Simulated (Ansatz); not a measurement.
Base system: ZnTe in the zinc blende structure (space group F-43m, No. 216).

```
CELL_PARAMETERS angstrom
      0.00000     3.05670     3.05670
      3.05670     0.00000     3.05670
      3.05670     3.05670     0.00000
ATOMIC_POSITIONS crystal
  Te 0.75000 0.75000 0.75000
  Zn 0.00000 0.00000 0.00000
```

Cartesian axes are those of the cell as printed.

The values are results of r2SCAN (Ansatz, a program for electronic structure), scalar-relativistic without spin-orbit coupling, not measurements.

One thing is altered: a pure shear with ε_xz = ε_zx = 0.0132; the atoms relax in the strained cell.

**Question.** Predict the stress tensor and what it implies for the stiffness.

**Answer.** Stress of the strained cell less that of the base (GPa, compression positive):
```
   0.02    0.00   -0.89
   0.00    0.00    0.00
  -0.89    0.00    0.02
```

Then −Δσ/γ with γ = 2ε = 0.0264 gives secant stiffness values (nonlinear terms included at this strain): C55 ≈ 34 GPa.

Stability against distortions was not tested.
